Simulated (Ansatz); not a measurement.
Input of an Ansatz 0.2.0 run:

input.yaml

```yaml
crystal:
  lattice:
    - [-1.65128, 1.65128, 1.65128]
    - [1.65128, -1.65128, 1.65128]
    - [1.65128, 1.65128, -1.65128]
  atoms:
    - { symbol: Ta, position: [0.0, 0.0, 0.0] }
hamiltonian:
  xc: revpbe
  pseudopotentials: { kind: paw }
kpoints:
  mp_grid: { grid: [11, 11, 11] }
scf:
  occupations: { method: fermi_dirac, width: 0.05 }
output:
  forces: true
  stress: true
  eigenvalues: true
  write_density: true
  write_potential: true
  elf: true
  volumetric_format: npy
relax:
  f_tol: 0.01
  max_steps: 40
  cell: { stress_tol: 0.05 }
```

Potentials or basis: Ansatz PAW.

Command:

```console
$ ansatz run input.yaml --threads 2 --pin off --max-ram 5632MiB --backend cpu --events-out ev --progress --plain --runs-dir out
```

Question: Predict the relaxed cell.

Answer: a = 2.885 Å, b = 2.885 Å, c = 2.885 Å, α = 109.47°, β = 109.47°, γ = 109.47°.

Question: Predict the band gap on the k mesh.

Answer: None (metal or under the smearing width).

Question: Predict the space group after relaxing (to 0.05 Å).

Answer: Im-3m (No. 229).

Question: Estimate the relaxed volume.

Answer: 18.48 Å³/atom.

The path:
```
step  energy change (eV)  largest force (eV/Å)  volume (Å³)
   1              0.0000                0.0000        18.01
   2             -0.0071                0.0000        18.53
   3             -0.0072                0.0000        18.48
   4             -0.0074                0.0000        18.48
```

Caveat: the plane-wave basis is chosen anew once the cell has moved, so the energies of steps on either side of that aren't comparable; the PAW data sets come from PBE, with cores solved anew for the run's functional, which leaves a small shift of forces and pressure. Spin-orbit coupling is left out, which matters for the levels of Ta.
